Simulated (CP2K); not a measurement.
The system is MgO.

```
Mg O
1.0
     2.96561    0.00000    0.00000
     1.48280    2.56829    0.00000
     1.48280    0.85610    2.42141
Mg O
1 1
Direct
  0.00000 0.00000 0.00000
  0.50000 0.50000 0.50000
```

The cell is a database's computed one.

Base run:

```yaml
Program: CP2K 2026.2
Functional: vdW-DF2
Potentials_or_basis: POTENTIAL_UZH Mg GTH-PBE-q10, O GTH-PBE-q6; TZVP-MOLOPT-PBE-GTH basis
Density_cutoff: 19048 eV
k_mesh: 11 × 11 × 11
Occupations: fermi-dirac, width 0.05 eV
Spin: no spin polarisation
```

Its results: band gap on the k mesh 5.08 eV, direct; pressure 13.8 GPa.

**Question.** After a change of settings the same cell gave: band gap on the k mesh 4.84 eV, direct; pressure 8.3 GPa. Which change was it?
A. functional from vdW-DF2 to TPSS
B. functional from vdW-DF2 to rev-vdW-DF2
C. functional from vdW-DF2 to BLYP
D. functional from vdW-DF2 to PBEsol

**Answer.** B.

Caveats: the potentials were made for another functional, which shifts forces and pressure; the basis of atomic orbitals isn't converged, which shifts pressures, moduli and gaps; the real-space grid breaks the cell's symmetry a little (some runs).

Runs at the PBE level aren't shown here.
